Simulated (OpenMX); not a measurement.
## SnO: single point with PBE

SnO:

```xyz
2
Lattice="3.1319 0.0000 0.0000 0.0000 3.1319 0.0000 0.0000 0.0000 3.1319" Properties=species:S:1:pos:R:3 pbc="T T T"
Sn    0.0000    0.0000    0.0000
O     1.5660    1.5660    1.5660
```

The cell was built by a generator and needn't be a form met in nature.

```
Program             : OpenMX 3.8.5
Task                : single point
Functional          : PBE
Potentials or basis : OpenMX 2013 PBE set, Sn7.0-s3p2d2, O6.0-s2p2d1, grid cutoff 500 Ry
k mesh              : 7 × 7 × 7
Occupations         : fermi-dirac, width 0.05 eV
Spin                : no spin polarisation
Mixing scheme       : rmm-diisk
SCF threshold       : 1e-08 Ha
Solver              : band
Max SCF cycles      : 100
```

```
Pressure               : -2.8 GPa
Band gap on the k mesh : none (metal or under the smearing width)
Mulliken charges       : Sn +0.46; O -0.46 e
```

Levels at points of the mesh, in eV from the Fermi level:
```tsv
k point	band 7	band 8	band 9	band 10	band 11	band 12	band 13	band 14
(0.00, 0.00, 0.00)	-7.03	-2.15	-2.15	-2.15	8.46	8.46	8.46	8.72
```

It took 87 s on 1 thread of Arm Neoverse V1 (shared host), peak memory 0.85 GiB.

Caveat: Mulliken charges move with the basis; the basis of atomic orbitals isn't converged, which shifts pressures, moduli and gaps.
